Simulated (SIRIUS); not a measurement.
The system is CaSe.

```
Se Ca
1.0
     0.00000    2.95600    2.95600
     2.95600    0.00000    2.95600
     2.95600    2.95600    0.00000
Se Ca
1 1
Direct
  0.50000 0.50000 0.50000
  0.00000 0.00000 0.00000
```

Base run:

- Program: SIRIUS 7.12.0
- Functional: PBEsol
- Potentials or basis: PseudoDojo 0.4.1 PBE standard (scalar relativistic)
- Cutoff: 1177 eV
- Density cutoff: 4707 eV
- k mesh: 7 × 7 × 7
- Occupations: fermi-dirac, width 0.05 eV
- Spin: no spin polarisation

Its results: band gap on the k mesh 2.02 eV; pressure -1.2 GPa.

**Question.** The run is repeated on the same cell with these changes: functional from PBEsol to LDA; libxc names from ["XC_GGA_X_PBE_SOL", "XC_GGA_C_PBE_SOL"] to ["XC_LDA_X", "XC_LDA_C_PW"]. What comes out?

**Answer.** Band gap on the k mesh 2.01 eV; pressure -3.4 GPa.

Caveats: the potentials were made for another functional, which shifts forces and pressure; an odd mesh through Γ misses points on the zone boundary, where band edges often lie.
